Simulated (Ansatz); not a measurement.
Runs of Ansatz 0.2.0 on Sb. The structure is hexagonal, space group P6_3/mmc (No. 194). The conventional cell has a = 3.355 Å, b = 3.355 Å, c = 5.470 Å, α = 90.00°, β = 90.00°, γ = 120.00°. Sb (site symmetry -6m2) has 12 Sb at 3.35 Å as nearest neighbours. This isn't the form of Sb at room conditions, which is rhombohedral.

```tsv
task	level	cell	cutoff (eV)	smearing	points for each segment of the path	gap on the mesh (eV)	pressure (GPa)	relaxed volume (Å³/atom)
band structure	BLYP	as given	420	fermi-dirac 0.05 eV	14	none	7.3	-
single point	PBE	as given	420	gaussian 0.012 eV	-	none	(a)	-
relaxation of cell and atoms	BLYP	relaxed	420	fermi-dirac 0.05 eV	-	none	0.0	33.14
relaxation of cell and atoms	revPBE	relaxed	420	fermi-dirac 0.05 eV	-	none	0.0	27.77
band structure	r2SCAN	as given	500	fermi-dirac 0.05 eV	14	none	(b)	-
```

Alike in all rows: potentials or basis Ansatz PAW; no spin polarisation; k mesh 9 × 9 × 5.

Problem. Estimate the missing entries.

Solution. (a) 1.5; (b) 0.7.

Caveats: the PAW data sets come from PBE, with cores solved anew for the run's functional, which leaves a small shift of forces and pressure (some runs); spin-orbit coupling is left out, which moves the levels of the heavy elements (some runs); the plane-wave basis is chosen anew once the cell has moved, so the energies of steps on either side of that aren't comparable (some runs); the volume moved by over 15 % at a fixed basis, so the end points are rough (some runs).

A k mesh can miss the band edges, and the runs leave out spin-orbit coupling on Sb.

A gap of «none» marks a metal or a gap under the smearing width.
